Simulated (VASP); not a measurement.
A run of VASP 6.6.1 is set up as follows.

File INCAR:

```
SYSTEM = Sr
PREC = Accurate ; ENCUT = 520
EDIFF = 1E-7 ; ISMEAR = -1
SIGMA = 0.1 ; LREAL = .FALSE.
LASPH = .TRUE. ; NELM = 100
ALGO = Normal ; ISIF = 2
LWAVE = .FALSE. ; LCHARG = .FALSE.
NBANDS = 17
```

KPOINTS

```
regular mesh
0
G
  5 5 5
  0 0 0
```

The input POSCAR:

```
Sr
1.0
    0.0000000000      3.8475000000      3.8475000000
    3.8475000000      0.0000000000      3.8475000000
    3.8475000000      3.8475000000      0.0000000000
Sr
2
Direct
    0.0000000000      0.0000000000      0.0000000000
    0.2500000000      0.2500000000      0.2500000000
```

Potentials or basis: VASP PAW LDA potentials, release 64 (Sr_sv).

Run with:

```bash
$ cat potpaw_LDA.64/Sr_sv/POTCAR > POTCAR
$ mpirun -np 1 vasp_std > vasp.out
```

Question: What does it give for the pressure?

Answer: 1.5 GPa.

Question: Predict the band gap on the k mesh.

Answer: None (metal or under the smearing width).
